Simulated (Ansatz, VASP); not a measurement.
Sn3Se in VASP and in Ansatz

INCAR

```
  ALGO = Fast
  EDIFF = 1E-6
  ENCUT = 520
  GGA = PE
  ISIF = 2
  ISMEAR = 0
  LASPH = T
  LCHARG = F
  LREAL = F
  LWAVE = F
  NBANDS = 32
  NELM = 100
  PREC = Accurate
  SIGMA = 0.1
```

Contents of KPOINTS:

```
k-points
0
Gamma
  9 9 9
```

POSCAR

```
Sn3Se
1.0
   -0.1493255200      3.8252718458      3.8252718458
    3.8252718458     -0.1493255200      3.8252718458
    3.8252718458      3.8252718458     -0.1493255200
Sn Se
3 1
Direct
    0.2226605144      0.2226605144      0.2226605144
    0.7773394856      0.7773394856      0.7773394856
    0.5000000000      0.5000000000      0.5000000000
    0.0000000000      0.0000000000      0.0000000000
```

Input for Ansatz:

```yaml
crystal:
  lattice:
    - [-0.14932552, 3.8252718458, 3.8252718458]
    - [3.8252718458, -0.14932552, 3.8252718458]
    - [3.8252718458, 3.8252718458, -0.14932552]
  atoms:
    - { symbol: Sn, position: [0.2226605144, 0.2226605144, 0.2226605144] }
    - { symbol: Sn, position: [0.7773394856, 0.7773394856, 0.7773394856] }
    - { symbol: Sn, position: [0.5, 0.5, 0.5] }
    - { symbol: Se, position: [0.0, 0.0, 0.0] }
basis:
  ecutwfc: 420
kpoints:
  mp_grid: { grid: [9, 9, 9] }
hamiltonian:
  xc: pbe
scf:
  occupations: { method: gaussian, width: 0.1 }
output:
  forces: true
  stress: true
  eigenvalues: true
  populations: true
```

Alike in both runs: task single point; functional PBE; k mesh 9 × 9 × 9; occupations gaussian, width 0.1 eV; no spin polarisation.

|  | VASP | Ansatz |
| --- | --- | --- |
| version | VASP 6.6.1 | Ansatz 0.2.0 |
| potentials or method | VASP PAW PBE potentials, release 64 (Sn_d, Se) | scalar-relativistic, plane waves, PAW |
| plane-wave cutoff (eV) | 520 | 420 |
| valence electrons in the cell | 48 | 58 |

|  | VASP | Ansatz | Ansatz less VASP |
| --- | --- | --- | --- |
| gap on the k mesh at the Fermi level (eV) | none | none | - |
| pressure (GPa) | -3.1 | -3.1 | +0.05 |
| rms of the force components (eV/Å) | 0.077 | 0.076 | -0.0012 |

Atom by atom the forces differ by 0.001 eV/Å (rms over components). A gap of «none» marks a metal or a gap that the smearing closes. The functional is the same, so the differences come from potentials, cutoffs and numerics. The two sets of potentials don't hold the same shells in valence.
